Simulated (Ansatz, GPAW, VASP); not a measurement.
# One calculation of Mg, 4 ways

```
Mg
1.0
     3.20930    0.00000    0.00000
    -1.60465    2.77934    0.00000
     0.00000    0.00000    5.21030
Mg
2
Direct
  0.66667 0.33333 0.75000
  0.33333 0.66667 0.25000
```

Alike in all runs: task single point; functional PBE; k mesh 10 × 10 × 5; occupations gaussian, width 0.015 eV; no spin polarisation; no spin-orbit coupling. Pressure is positive in compression and, in plane waves, holds the error of the finite cutoff, which Ansatz's Pulay term estimates and takes out.

| program and potentials | plane-wave cutoff (eV) | notes | pressure (GPa) |
| --- | --- | --- | --- |
| Ansatz, Ansatz PAW | 420 | 10 valence electrons an atom on average | -0.45 |
| Ansatz, all-electron LAPW, scalar-relativistic | - | - | -0.47 |
| VASP, PBE PAW files Mg, 520 eV | 520 | 2 valence electrons an atom on average | -0.58 |
| GPAW, GPAW PAW data sets (gpaw-data 1.2.1) | 800 | 10 valence electrons an atom on average | -0.53 |

The pressure spans -0.58 (VASP, PBE PAW files Mg, 520 eV) to -0.45 GPa (Ansatz, Ansatz PAW), with all-electron results at -0.47.

Differences between rows come from potentials, basis sets and numerical settings, since the functional is the same but for its coding. Runs on potential files found faulty are left out.
